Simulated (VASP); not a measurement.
# PtSe2 in VASP: a series of runs, part 2 of 2

VASP 6.6.1.

### Step 4. Work function, HSE06

Contents of POSCAR:

```
PtSe2                                   
1.0
    3.7034012563      0.0000000000      0.0000000000
   -1.8517006282      3.2072395722      0.0000000000
    0.0000000000      0.0000000000     18.6200000000
  Se              Pt            
     2     1
Direct
     0.3333330000000032    0.6666669999999968    0.4288970589084361
     0.6666669999999968    0.3333330000000032    0.5711029410915639
     0.0000000000000000    1.0000000000000000    0.5000000000000000
```

Contents of INCAR.step1:

```
SYSTEM = PtSe2
ALGO = Normal
DIPOL = 0.5 0.5 0.500
EDIFF = 1E-5
ENCUT = 520
GGA = PE
IDIPOL = 3
ISIF = 2
ISMEAR = 0
KPAR = 4
LASPH = .True.
LDIPOL = .True.
LREAL = .False.
LWAVE = .True.
NELM = 60
PREC = Accurate
SIGMA = 0.03
```

Contents of INCAR.step2:

```
SYSTEM = PtSe2
ALGO = Normal
DIPOL = 0.5 0.5 0.500
EDIFF = 1E-6
ENCUT = 520
GGA = PE
HFSCREEN = 0.2
IDIPOL = 3
ISIF = 2
ISMEAR = 0
ISTART = 1
KPAR = 4
LASPH = .True.
LCHARG = .True.
LDIPOL = .True.
LHFCALC = .True.
LREAL = .False.
LVACPOTAV = .True.
LVHAR = .True.
LWAVE = .False.
NELM = 60
PREC = Accurate
PRECFOCK = Fast
SIGMA = 0.03
```

Contents of KPOINTS:

```
k-points
0
Gamma
  6 6 1
  0 0 0
```

Potentials or basis: VASP PAW PBE potentials, release 64 (Se, Pt).

Launch:

```bash
$ cat potpaw_PBE.64/Se/POTCAR potpaw_PBE.64/Pt/POTCAR > POTCAR
$ cp INCAR.step1 INCAR
$ mpirun -np 4 vasp_std > vasp.out
$ cp INCAR.step2 INCAR
$ mpirun -np 4 vasp_std > vasp.out
```

OUTCAR:

```text
SYSTEM = PtSe2
   EDIFF = 1E-6
   ENCUT = 520
   GGA = PE
   HFSCREEN = 0.2
   ISIF = 2
   ISMEAR = 0
   ISTART = 1
   LASPH = .True.
   LHFCALC = .True.
   LREAL = .False.
   NELM = 60
   PREC = Accurate
   PRECFOCK = Fast

 ion  position               nearest neighbor table
   1  0.333  0.667  0.429-   3 2.51   3 2.51   3 2.51
   2  0.667  0.333  0.571-   3 2.51   3 2.51   3 2.51
   3  0.000  0.000  0.500-   1 2.51   2 2.51   2 2.51   1 2.51   2 2.51   1 2.51

  LATTYP: Found a hexagonal cell.
 ALAT       =     3.7034012563
 C/A-ratio  =     5.0278105750

  Lattice vectors:

 A1 = (   3.7034012563,   0.0000000000,   0.0000000000)
 A2 = (  -1.8517006282,   3.2072395722,   0.0000000000)
 A3 = (   0.0000000000,   0.0000000000,  18.6200000000)

Analysis of symmetry for initial positions (statically):
=====================================================================
 Subroutine PRICEL returns:
 Original cell was already a primitive cell.

 Routine SETGRP: Setting up the symmetry group for a
 hexagonal supercell.

 Subroutine GETGRP returns: Found 12 space group operations
 (whereof 12 operations were pure point group operations)
[... 179 lines left out ...]
     11      -3.0878      2.00000
     12       0.5297      0.00000
     13       0.5298      0.00000
     14       2.1769      0.00000
[... 95 lines left out ...]
      2     -16.6978      2.00000
      3      -8.9543      2.00000
      4      -8.7190      2.00000
      5      -8.7190      2.00000
      6      -7.1203      2.00000
      7      -7.1203      2.00000
      8      -6.5358      2.00000
      9      -5.6495      2.00000
     10      -4.5805      2.00000
     11      -4.5805      2.00000
     12      -0.6793      0.00000
     13      -0.6793      0.00000
     14       3.9700      0.00000
     15       5.8890      0.00000

------------------------ aborting loop because EDIFF is reached ----------------------------------------

  FORCE on cell =-STRESS in cart. coord.  units (eV):
  Direction    XX          YY          ZZ          XY          YZ          ZX
  --------------------------------------------------------------------------------------
  -------------------------------------------------------------------------------------
  Total       -0.9981162     -0.9981162     -0.9718097      0.0000000      0.0000000     -0.0000000
  in kB       -7.2306915     -7.2306915     -7.0401181      0.0000000      0.0000000     -0.0000000
  external PRESSURE =      -7.1671670 kB  Pullay stress =       0.0000000 kB

 VOLUME and BASIS-vectors are now :
 -----------------------------------------------------------------------------
  energy-cutoff  :      520.00
  volume of cell :      221.16
      direct lattice vectors                 reciprocal lattice vectors
     3.703401256  0.000000000  0.000000000     0.270022050  0.155897303  0.000000000
    -1.851700628  3.207239572  0.000000000     0.000000000  0.311794606  0.000000000
     0.000000000  0.000000000 18.620000000     0.000000000  0.000000000  0.053705693

 POSITION                                       TOTAL-FORCE (eV/Angst)
 -----------------------------------------------------------------------------------
     -0.00000      2.13816      7.98606         0.000000     -0.000000      0.363592
      1.85170      1.06908     10.63394        -0.000000      0.000000     -0.363592
      0.00000      0.00000      9.31000        -0.000000      0.000000      0.000000
 -----------------------------------------------------------------------------------
    total drift:                                0.000000     -0.000000      0.000000

  FREE ENERGIE OF THE ION-ELECTRON SYSTEM (eV)
  ---------------------------------------------------
  free  energy   TOTEN  =       -17.3235692441 eV

  energy  without entropy=      -17.3235692441  energy(sigma->0) =      -17.32356924

 vacuum level on the upper side and lower side of the slab         3.052         3.052
```

OUTCAR.step1:

```text
SYSTEM = PtSe2
   EDIFF = 1E-5
   ENCUT = 520
   GGA = PE
   ISIF = 2
   ISMEAR = 0
   LASPH = .True.
   LREAL = .False.
   NELM = 60
   PREC = Accurate

[... 334 lines left out ...]
      1.85170      1.06908     10.63394        -0.000000      0.000000      0.094346
      0.00000      0.00000      9.31000        -0.000000      0.000000      0.000000
 -----------------------------------------------------------------------------------
    total drift:                                0.000000      0.000000      0.000000

  FREE ENERGIE OF THE ION-ELECTRON SYSTEM (eV)
  ---------------------------------------------------
  free  energy   TOTEN  =       -14.2836492313 eV

  energy  without entropy=      -14.2836492313  energy(sigma->0) =      -14.28364923

 vacuum level on the upper side and lower side of the slab         3.062         3.062
```

OSZICAR.step1:

```text
N       E                     dE             d eps       ncg     rms          rms(c)
DAV:   1     0.171667341327E+03    0.17167E+03   -0.79112E+03   210   0.111E+03
DAV:   2     0.865544203008E+00   -0.17080E+03   -0.16486E+03   328   0.193E+02
DAV:   3    -0.148774975392E+02   -0.15743E+02   -0.15678E+02   273   0.725E+01
DAV:   4    -0.151300569678E+02   -0.25256E+00   -0.25221E+00   238   0.103E+01
DAV:   5    -0.151365097033E+02   -0.64527E-02   -0.64497E-02   301   0.151E+00    0.124E+01
DAV:   6    -0.144877057530E+02    0.64880E+00   -0.50711E+00   259   0.222E+01    0.681E+00
DAV:   7    -0.143317204557E+02    0.15599E+00   -0.13950E+00   273   0.124E+01    0.320E+00
DAV:   8    -0.142865304617E+02    0.45190E-01   -0.98533E-02   280   0.336E+00    0.716E-01
DAV:   9    -0.142833966677E+02    0.31338E-02   -0.25098E-02   280   0.145E+00    0.199E-01
DAV:  10    -0.142835179121E+02   -0.12124E-03   -0.12913E-03   301   0.282E-01    0.169E-01
DAV:  11    -0.142837524165E+02   -0.23450E-03   -0.23827E-04   266   0.153E-01    0.115E-01
DAV:  12    -0.142836578797E+02    0.94537E-04   -0.56196E-04   266   0.243E-01    0.623E-02
DAV:  13    -0.142836492313E+02    0.86484E-05   -0.33692E-05   265   0.425E-02
   1 F= -.14283649E+02 E0= -.14283649E+02  d E =-.102883E-21
```

Run time: 71 s. Hardware: 4 MPI ranks of Intel Xeon 6975P-C (Granite Rapids), shared host; peak memory 0.43 GiB.

Results:

```yaml
Free_energy: -17.3236 eV
Largest_force: 0.364 eV/Å
Band_gap_on_the_k_mesh: 2.20 eV, indirect (least direct gap 2.37 eV)
Ionisation_potential_of_the_upper_face: 6.14 eV
```

Forces on the atoms (eV/Å):
```
Se   0.000  0.000  0.364
Se   0.000  0.000 -0.364
Pt   0.000  0.000  0.000
```

Levels at points of the mesh, in eV from the valence-band top:
| k point | band 8 | band 9 | band 10 | band 11 | band 12 | band 13 | band 14 | band 15 |
| --- | --- | --- | --- | --- | --- | --- | --- | --- |
| (0.00, 0.00, 0.00) | -1.83 | -0.70 | 0.00 | 0.00 | 3.62 | 3.62 | 5.26 | 5.89 |
| (0.50, 0.00, 0.00) | -3.04 | -2.58 | -2.02 | -1.66 | 3.10 | 3.38 | 5.55 | 7.02 |

Caveat: the PAW data sets were made with another functional, which shifts forces and pressure a little; spin-orbit coupling is left out, which moves the levels of the heavy elements.

### Step 5. The runs side by side

| level | spin | k mesh | grid for exact exchange (PRECFOCK) | screening parameter | gap on the mesh (eV) | largest force (eV/Å) |
| --- | --- | --- | --- | --- | --- | --- |
| PBE | off | 12 × 12 × 1 | - | - | 1.37 | 0.11 |
| PBE | non-collinear, zero start, SOC | 12 × 12 × 1 | - | - | - | 0.14 |
| HSE06 | off | 6 × 6 × 1 | Fast | 0.2 1/A | 2.20 | 0.36 |

Alike in all rows: task work function; potentials or basis VASP PAW PBE potentials, release 64 (Se, Pt); cell as given; cutoff (eV) 520; smearing gaussian 0.03 eV.

Caveats: spin-orbit coupling is left out, which moves the levels of the heavy elements (some runs); the PAW data sets were made with another functional, which shifts forces and pressure a little (some runs).

Absolute energies hang on the potentials; compare differences alone.
